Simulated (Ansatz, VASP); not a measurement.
## BP: VASP beside Ansatz

The input INCAR:

```
SYSTEM = BP
PREC     = Accurate       ! precision mode
ENCUT    = 520            ! plane-wave cutoff, eV
EDIFF    = 1E-8           ! SCF threshold, eV
ISMEAR   = -1             ! smearing method
SIGMA    = 0.05           ! smearing width, eV
LREAL    = .False.        ! projectors in reciprocal space
LASPH    = .True.         ! aspherical terms in the spheres
NELM     = 60             ! most SCF steps
ALGO     = Normal         ! electronic algorithm
ISIF     = 2              ! what is computed and relaxed
LWAVE    = .False.        ! write WAVECAR
LCHARG   = .False.        ! write CHGCAR
LEFG     = .True.       
NBANDS   = 11             ! bands
```

KPOINTS

```
Automatic mesh
0
Gamma
  15 15 15
  0 0 0
```

Contents of POSCAR:

```
BP
1.0
    0.0000000000      2.2383340787      2.2383340787
    2.2383340787      0.0000000000      2.2383340787
    2.2383340787      2.2383340787      0.0000000000
B P
1 1
Direct
    0.0000000000      0.0000000000      0.0000000000
    0.7500000000      0.7500000000      0.7500000000
```

Input for Ansatz:

```yaml
crystal:
  lattice:
    - [0.0, 2.2383340787, 2.2383340787]
    - [2.2383340787, 0.0, 2.2383340787]
    - [2.2383340787, 2.2383340787, 0.0]
  atoms:
    - { symbol: B, position: [0.0, 0.0, 0.0] }
    - { symbol: P, position: [0.75, 0.75, 0.75] }
kpoints:
  mp_grid: { grid: [15, 15, 15] }
scf:
  occupations: { method: fermi_dirac, width: 0.05 }
hamiltonian:
  xc: lda
  pseudopotentials: { kind: all_electron, datasets: crystal }
output:
  forces: true
  stress: true
  eigenvalues: true
  efg: { contact_densities: true }
```

Change from the starting cell: volume scaled by 0.96, crystal datasets.

Alike in both runs: task electric field gradients; functional LDA; k mesh 15 × 15 × 15; occupations fermi-dirac, width 0.05 eV; no spin polarisation.

|  | VASP | Ansatz |
| --- | --- | --- |
| version | VASP 6.6.1 | Ansatz 0.2.0 |
| potentials or method | VASP PAW LDA potentials, release 64 (B, P) | all-electron PAW with datasets made for the crystal, scalar-relativistic |
| plane-wave cutoff (eV) | 520 | see its input |

```csv
,VASP,Ansatz,Ansatz less VASP
pressure (GPa),1.5,1.6,+0.10
Vzz of the field gradient on the site that differs most (V/Å²),0.0,0.0,0.00
```

Ansatz ran all-electron here, so the differences hold the error of VASP's frozen core and of both bases.

Caveats: an odd mesh through Γ misses points on the zone boundary, where band edges often lie.
